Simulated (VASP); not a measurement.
# InP (F-43m) in VASP: band structure with HSE06

Aim: the band structure of InP with HSE06.

All numbers are computed with VASP 6.6.1; they aren't measurements. Logs are shortened: lines on timing, memory, paths and dates and some standing lists are left out, and cuts for length are marked.

**The experiment to reproduce.**

A printed reference work, data compilation reports, for a bulk crystal of InP at 1.6 K: band gap 1.4236 eV (direct).

How close the calculation comes is told below.

## (1) The structure

It takes space group F-43m (No. 216, cubic). The conventional cell has a = 5.861 Å, b = 5.861 Å, c = 5.861 Å, α = 90.00°, β = 90.00°, γ = 90.00°. In (site symmetry -43m) has 4 P at 2.54 Å as nearest neighbours. P (site symmetry -43m) has 4 In at 2.54 Å as nearest neighbours.

## (2) Band structure, HSE06

POSCAR

```
InP
1.0
    0.0000000000      2.9305000000      2.9305000000
    2.9305000000      0.0000000000      2.9305000000
    2.9305000000      2.9305000000      0.0000000000
In P
1 1
Direct
    0.0000000000      0.0000000000      0.0000000000
    0.2500000000      0.2500000000      0.2500000000
```

INCAR.step1

```
SYSTEM = InP
PREC     = Accurate       ! precision mode
ENCUT    = 520            ! plane-wave cutoff, eV
EDIFF    = 1E-5           ! SCF threshold, eV
ISMEAR   = 0              ! smearing method
SIGMA    = 0.02           ! smearing width, eV
LREAL    = .False.        ! projectors in reciprocal space
LASPH    = .True.         ! aspherical terms in the spheres
NELM     = 80             ! most SCF steps
ALGO     = Normal         ! electronic algorithm
ISIF     = 2              ! what is computed and relaxed
LWAVE    = .True.         ! write WAVECAR
LCHARG   = .False.        ! write CHGCAR
NBANDS   = 16             ! bands
GGA      = PE             ! functional
```

INCAR.step2

```
SYSTEM = InP
PREC     = Accurate       ! precision mode
ENCUT    = 520            ! plane-wave cutoff, eV
EDIFF    = 1E-6           ! SCF threshold, eV
ISMEAR   = 0              ! smearing method
SIGMA    = 0.02           ! smearing width, eV
LREAL    = .False.        ! projectors in reciprocal space
LASPH    = .True.         ! aspherical terms in the spheres
NELM     = 80             ! most SCF steps
ALGO     = Normal         ! electronic algorithm
ISIF     = 2              ! what is computed and relaxed
LWAVE    = .False.        ! write WAVECAR
LCHARG   = .False.        ! write CHGCAR
GGA      = PE             ! functional
LHFCALC  = .True.         ! exact exchange
HFSCREEN = 0.2            ! screening, 1/A
PRECFOCK = Fast         
NBANDS   = 16             ! bands
ISTART   = 1
```

KPOINTS

```
Automatic mesh
0
Gamma
  6 6 6
  0 0 0
```

KPOINTS_OPT

```
path GXWKGLUWLK,UX
8
line-mode
reciprocal
 0.0000000000  0.0000000000  0.0000000000  G
 0.5000000000  0.0000000000  0.5000000000  X

 0.5000000000  0.0000000000  0.5000000000  X
 0.5000000000  0.2500000000  0.7500000000  W

 0.5000000000  0.2500000000  0.7500000000  W
 0.3750000000  0.3750000000  0.7500000000  K

 0.3750000000  0.3750000000  0.7500000000  K
 0.0000000000  0.0000000000  0.0000000000  G

 0.0000000000  0.0000000000  0.0000000000  G
 0.5000000000  0.5000000000  0.5000000000  L

 0.5000000000  0.5000000000  0.5000000000  L
 0.6250000000  0.2500000000  0.6250000000  U

 0.6250000000  0.2500000000  0.6250000000  U
 0.5000000000  0.2500000000  0.7500000000  W

 0.5000000000  0.2500000000  0.7500000000  W
 0.5000000000  0.5000000000  0.5000000000  L

 0.5000000000  0.5000000000  0.5000000000  L
 0.3750000000  0.3750000000  0.7500000000  K

 0.6250000000  0.2500000000  0.6250000000  U
 0.5000000000  0.0000000000  0.5000000000  X
```

Potentials or basis: VASP PAW PBE potentials, release 64 (In_d, P).

Run with:

```bash
$ cat potpaw_PBE.64/In_d/POTCAR potpaw_PBE.64/P/POTCAR > POTCAR
$ cp INCAR.step1 INCAR
$ mpirun -np 1 vasp_std > vasp.out
$ cp INCAR.step2 INCAR
$ mpirun -np 1 vasp_std > vasp.out
```

OUTCAR:

```text
SYSTEM = InP
   PREC = Accurate
   ENCUT = 520
   EDIFF = 1E-6
   ISMEAR = 0
   LREAL = .False.
   LASPH = .True.
   NELM = 80
   ISIF = 2
   GGA = PE
   LHFCALC = .True.
   HFSCREEN = 0.2
   PRECFOCK = Fast
   ISTART = 1

 ion  position               nearest neighbor table
   1  0.000  0.000  0.000-   2 2.54   2 2.54   2 2.54   2 2.54
   2  0.250  0.250  0.250-   1 2.54   1 2.54   1 2.54   1 2.54

  LATTYP: Found a face centered cubic cell.
 ALAT       =     5.8610000000

  Lattice vectors:

 A1 = (   0.0000000000,   2.9305000000,   2.9305000000)
 A2 = (   2.9305000000,   0.0000000000,   2.9305000000)
 A3 = (   2.9305000000,   2.9305000000,   0.0000000000)

Analysis of symmetry for initial positions (statically):
=====================================================================
 Subroutine PRICEL returns:
 Original cell was already a primitive cell.

 Routine SETGRP: Setting up the symmetry group for a
 face centered cubic supercell.

 Subroutine GETGRP returns: Found 24 space group operations
 (whereof 24 operations were pure point group operations)
 out of a pool of 48 trial point group operations.

The static configuration has the point symmetry T_d .

Analysis of symmetry for dynamics (positions and initial velocities):
=====================================================================
 Subroutine PRICEL returns:
 Original cell was already a primitive cell.

 Routine SETGRP: Setting up the symmetry group for a
 face centered cubic supercell.

 Subroutine GETGRP returns: Found 24 space group operations
 (whereof 24 operations were pure point group operations)
 out of a pool of 48 trial point group operations.

The dynamic configuration has the point symmetry T_d .

 Subroutine INISYM returns: Found 24 space group operations
 (whereof 24 operations are pure point group operations),
 and found     1 'primitive' translations

----------------------------------------------------------------------------------------

                                     Primitive cell

  volume of cell :      50.3333

  direct lattice vectors                    reciprocal lattice vectors
     0.000000000  2.930500000  2.930500000    -0.170619348  0.170619348  0.170619348
     2.930500000  0.000000000  2.930500000     0.170619348 -0.170619348  0.170619348
     2.930500000  2.930500000  0.000000000     0.170619348  0.170619348 -0.170619348

  length of vectors
     4.144352845  4.144352845  4.144352845     0.295521380  0.295521380  0.295521380

  position of ions in fractional coordinates (direct lattice)
     0.000000000  0.000000000  0.000000000
     0.250000000  0.250000000  0.250000000

  ion indices of the primitive-cell ions
   primitive index   ion index
                 1           1
                 2           2

----------------------------------------------------------------------------------------

 KPOINTS: Automatic mesh

Automatic generation of k-mesh.
 Grid dimensions read from file:
 generate k-points for:    6    6    6

 Generating k-lattice:

  Cartesian coordinates                     Fractional coordinates (reciprocal lattice)
    -0.028436558  0.028436558  0.028436558     0.166666667  0.000000000  0.000000000
     0.028436558 -0.028436558  0.028436558     0.000000000  0.166666667  0.000000000
     0.028436558  0.028436558 -0.028436558     0.000000000  0.000000000  0.166666667

  Length of vectors
     0.049253563  0.049253563  0.049253563

  Shift w.r.t. Gamma in fractional coordinates (k-lattice)
     0.000000000  0.000000000  0.000000000

 Subroutine IBZKPT returns following result:
 ===========================================

 Found     16 irreducible k-points:

 Following reciprocal coordinates:
            Coordinates               Weight
  0.000000  0.000000  0.000000      1.000000
  0.166667  0.000000  0.000000      8.000000
  0.333333  0.000000  0.000000      8.000000
  0.500000  0.000000  0.000000      4.000000
  0.166667  0.166667  0.000000      6.000000
  0.333333  0.166667  0.000000     24.000000
[... 8 lines left out ...]
 -0.333333  0.333333  0.166667     24.000000
 -0.333333  0.500000  0.166667     12.000000
   k-points           NKPTS =     16   k-points in BZ     NKDIM =    216   number of bands    NBANDS=     16
   number of dos      NEDOS =    301   number of ions     NIONS =      2
   total plane-waves  NPLWV =  32768
   dimension x,y,z NGX =    32 NGY =   32 NGZ =   32
   dimension x,y,z NGXF=    64 NGYF=   64 NGZF=   64
   ions per type =               1   1
   NGX,Y,Z   is equivalent  to a cutoff of  12.84, 12.84, 12.84 a.u.
   NGXF,Y,Z  is equivalent  to a cutoff of  25.67, 25.67, 25.67 a.u.
 SYSTEM =  InP
   PREC   = accura    normal or accurate (medium, high low for compatibility)
   ISTART =      1    job   : 0-new  1-cont  2-samecut
   ICHARG =      0    charge: 1-file 2-atom 10-const
   ISPIN  =      1    spin polarized calculation?
   LNONCOLLINEAR =      F non collinear calculations
   LSORBIT =      F    spin-orbit coupling
   LASPH  =      T    aspherical Exc in radial PAW
   ENCUT  =  520.0 eV  38.22 Ry    6.18 a.u.   7.71  7.71  7.71*2*pi/ulx,y,z
   NELM   =     80;   NELMIN=  2; NELMDL=  0     # of ELM steps
   EDIFF  = 0.1E-05   stopping-criterion for ELM
   LREAL  =      F    real-space projection
   EDIFFG = 0.1E-04   stopping-criterion for IOM
   NSW    =      0    number of steps for IOM
   IBRION =     -1    ionic relax: 0-MD 1-quasi-New 2-CG
   NFREE  =      0    steps in history (QN), initial steepest desc. (CG)
   ISIF   =      2    stress and relaxation
   ISYM   =      3    0-nonsym 1-usesym 2-fastsym
   POTIM  = 0.5000    time-step for ionic-motion
   TEBEG  =    0.0;   TEEND  =   0.0 temperature during run
   PSTRESS=    0.0 pullay stress
   NELECT =      18.0000    total number of electrons
   NUPDOWN=      -1.0000    fix difference up-down
   EMIN   =  10.00;   EMAX   =-10.00  energy-range for DOS
   EFERMI =   0.00;   METHOD = LEGACY
   ISMEAR =     0;   SIGMA  =   0.02  broadening in eV -4-tet -1-fermi 0-gaus
   EFERMI_NEDOS =   21; number of points for ismear=-14 and -15
   IALGO  =     38    algorithm
   IMIX   =      1    mixing-type and parameters
     AMIX     =   0.40;   BMIX     =  1.00
     AMIX_MAG =   1.60;   BMIX_MAG =  1.00
  volume/ion in A,a.u.               =      25.17       169.83
  Fermi-wavevector in a.u.,A,eV,Ry     =   1.162021  2.195901 18.371846  1.350293
  Thomas-Fermi vector in A             =   2.298587
   LORBIT       =      0    0 simple, 1 ext, 2 COOP (PROOUT), +10 PAW based schemes
   GGA     = PE    functional components
   LHFCALC =     T    Hartree Fock is set to
   PRECFOCK=fast      Normal, Fast or Accurate (Low or Medium for compatibility)
   ENCUT4O =  -1.0   cutoff for four orbital integrals eV
   NKREDX  =     1    reduce k-point grid by
   NKREDY  =     1    reduce k-point grid by
   NKREDZ  =     1    reduce k-point grid by
   AEXX    =    0.2500 exact exchange contribution
   HFSCREEN=    0.2000 screening length (either q_TF or 0.3 A-1)
   HFSCREENC=   0.2000 screening length for correlation (either q_TF or 0.3 A-1)
   ENCUTFOCK=  -1.0 apply spherical cutoff to Coloumb kernel
   IVDW    =     0    specifies the selected vdW correction
   LEPSILON=     F    determine dielectric tensor
   LRPA    =     F    only Hartree local field effects (RPA)
 non-spin polarized calculation
 Gauss-broadening in eV      SIGMA  =   0.02
  energy-cutoff  :      520.00
  volume of cell :       50.33
 maximum number of plane-waves:      1380
  NGX = 18; NGY = 18; NGZ = 18

 number of electron      18.0000005 magnetization

 Free energy of the ion-electron system (eV)
  ---------------------------------------------------
  ext. energy  EPLUGINS =         0.00000000
  ---------------------------------------------------
  free energy    TOTEN  =       -10.01106656 eV

  energy without entropy =      -10.01106656  energy(sigma->0) =      -10.01106656

 E-fermi :   4.9052     XC(G=0):  -7.7175

 val. band max:        4.7587493834   @ k =   0.0000   0.0000   0.0000
 cond. band min:       6.2740742986   @ k =   0.0000   0.0000   0.0000
 fundamental gap:      1.5153249153
 Fermi energy:         4.9051988670

 k-point     1 :       0.0000    0.0000    0.0000
  band No.  band energies     occupation
      1     -11.1300      2.00000
      2     -11.1300      2.00000
      3     -11.1300      2.00000
      4     -10.9680      2.00000
      5     -10.9680      2.00000
      6      -7.9914      2.00000
[... 8 lines left out ...]
     15      15.2818      0.00000
     16      15.2818      0.00000

 k-point     2 :       0.1667    0.0000    0.0000
  band No.  band energies     occupation
      1     -11.1605      2.00000
      2     -11.1173      2.00000
      3     -11.1173      2.00000
      4     -10.9677      2.00000
      5     -10.9677      2.00000
      6      -7.6510      2.00000
[... 8 lines left out ...]
     15      14.3630      0.00000
     16      15.2474      0.00000

 k-point     3 :       0.3333    0.0000    0.0000
  band No.  band energies     occupation
      1     -11.2178      2.00000
      2     -11.0968      2.00000
      3     -11.0968      2.00000
      4     -10.9619      2.00000
      5     -10.9619      2.00000
      6      -6.7708      2.00000
[... 8 lines left out ...]
     15      14.9120      0.00000
     16      14.9120      0.00000

 k-point     4 :       0.5000    0.0000    0.0000
  band No.  band energies     occupation
      1     -11.2450      2.00000
      2     -11.0896      2.00000
      3     -11.0896      2.00000
      4     -10.9557      2.00000
      5     -10.9557      2.00000
      6      -6.1171      2.00000
[... 8 lines left out ...]
     15      16.6194      0.00000
     16      16.6194      0.00000
[... 172 lines left out ...]
 k-point    14 :       0.5000    0.3333    0.1667
  band No.  band energies     occupation
      1     -11.2598      2.00000
      2     -11.0735      2.00000
      3     -11.0558      2.00000
      4     -10.9878      2.00000
      5     -10.9507      2.00000
      6      -6.0842      2.00000
[... 8 lines left out ...]
     15      17.0856      0.00000
     16      17.8050      0.00000

 k-point    15 :      -0.3333    0.3333    0.1667
  band No.  band energies     occupation
      1     -11.2696      2.00000
      2     -11.0736      2.00000
      3     -11.0448      2.00000
      4     -10.9824      2.00000
      5     -10.9556      2.00000
      6      -5.5643      2.00000
[... 8 lines left out ...]
     15      17.0267      0.00000
     16      17.6346      0.00000

 k-point    16 :      -0.3333    0.5000    0.1667
  band No.  band energies     occupation
      1     -11.2892      2.00000
      2     -11.0555      2.00000
      3     -11.0309      2.00000
      4     -10.9973      2.00000
      5     -10.9472      2.00000
      6      -5.3431      2.00000
[... 8 lines left out ...]
     15      17.3149      0.00000
     16      18.0183      0.00000

------------------------ aborting loop because EDIFF is reached ----------------------------------------

  FORCE on cell =-STRESS in cart. coord.  units (eV):
  Direction    XX          YY          ZZ          XY          YZ          ZX
  --------------------------------------------------------------------------------------
  -------------------------------------------------------------------------------------
  Total        0.4155447      0.4155447      0.4155447      0.0000000      0.0000000      0.0000000
  in kB       13.2273607     13.2273607     13.2273607      0.0000000      0.0000000      0.0000000
  external PRESSURE =      13.2273607 kB  Pullay stress =       0.0000000 kB

 VOLUME and BASIS-vectors are now :
 -----------------------------------------------------------------------------
  energy-cutoff  :      520.00
  volume of cell :       50.33
      direct lattice vectors                 reciprocal lattice vectors
     0.000000000  2.930500000  2.930500000    -0.170619348  0.170619348  0.170619348
     2.930500000  0.000000000  2.930500000     0.170619348 -0.170619348  0.170619348
     2.930500000  2.930500000  0.000000000     0.170619348  0.170619348 -0.170619348

 POSITION                                       TOTAL-FORCE (eV/Angst)
 -----------------------------------------------------------------------------------
      0.00000      0.00000      0.00000        -0.000000     -0.000000     -0.000000
      1.46525      1.46525      1.46525         0.000000      0.000000      0.000000
 -----------------------------------------------------------------------------------
    total drift:                                0.000062      0.000060      0.000039

  FREE ENERGIE OF THE ION-ELECTRON SYSTEM (eV)
  ---------------------------------------------------
  free  energy   TOTEN  =       -10.0110665597 eV

  energy  without entropy=      -10.0110665597  energy(sigma->0) =      -10.01106656
```

Run time: 82 min. Hardware: 1 thread of Intel Xeon 6975P-C (Granite Rapids), shared host; peak memory 0.35 GiB.

What came out:

```yaml
Free_energy: -10.0111 eV
Pressure: 1.3 GPa
Band_gap_on_the_k_mesh: 1.52 eV, direct
Band_gap_along_the_path: 1.52 eV, direct
```

Levels at the corners of the path, in eV from the valence-band top:
```tsv
point	band 5	band 6	band 7	band 8	band 9	band 10	band 11	band 12	band 13	band 14
Γ	-15.73	-12.75	0.00	0.00	0.00	1.52	4.94	4.94	4.94	9.61
X	-15.69	-10.16	-6.25	-2.54	-2.54	2.38	3.01	10.44	10.93	10.93
X	-15.69	-10.16	-6.25	-2.54	-2.54	2.38	3.01	10.44	10.93	10.93
W	-15.71	-10.08	-6.06	-3.23	-3.16	5.06	5.42	6.53	7.06	11.51
W	-15.71	-10.08	-6.06	-3.23	-3.16	5.06	5.42	6.53	7.06	11.51
K	-15.71	-10.18	-6.08	-3.61	-2.12	3.07	5.31	8.57	8.63	9.39
K	-15.71	-10.18	-6.08	-3.61	-2.12	3.07	5.31	8.57	8.63	9.39
Γ	-15.73	-12.75	0.00	0.00	0.00	1.52	4.94	4.94	4.94	9.61
Γ	-15.73	-12.75	0.00	0.00	0.00	1.52	4.94	4.94	4.94	9.61
L	-15.71	-10.88	-6.26	-1.06	-1.06	2.27	5.67	5.67	8.05	10.60
L	-15.71	-10.88	-6.26	-1.06	-1.06	2.27	5.67	5.67	8.05	10.60
U	-15.71	-10.18	-6.08	-3.61	-2.12	3.07	5.31	8.57	8.63	9.39
U	-15.71	-10.18	-6.08	-3.61	-2.12	3.07	5.31	8.57	8.63	9.39
W	-15.71	-10.08	-6.06	-3.23	-3.16	5.06	5.42	6.53	7.06	11.51
W	-15.71	-10.08	-6.06	-3.23	-3.16	5.06	5.42	6.53	7.06	11.51
L	-15.71	-10.88	-6.26	-1.06	-1.06	2.27	5.67	5.67	8.05	10.60
L	-15.71	-10.88	-6.26	-1.06	-1.06	2.27	5.67	5.67	8.05	10.60
K	-15.71	-10.18	-6.08	-3.61	-2.12	3.07	5.31	8.57	8.63	9.39
U	-15.71	-10.18	-6.08	-3.61	-2.12	3.07	5.31	8.57	8.63	9.39
X	-15.69	-10.16	-6.25	-2.54	-2.54	2.38	3.01	10.44	10.93	10.93
```

Caveat: the PAW data sets were made with another functional, which shifts forces and pressure a little; spin-orbit coupling is left out, which moves the levels of the heavy elements.

## (3) How close it comes

Step 2. Measured gap of InP: 1.4236 eV (direct; 1.6 K; a printed reference work, data compilation). This calculation gives 1.52 eV (+0.09 eV). Spin-orbit coupling on In is left out. The value is that of HSE06, without temperature or zero-point motion.
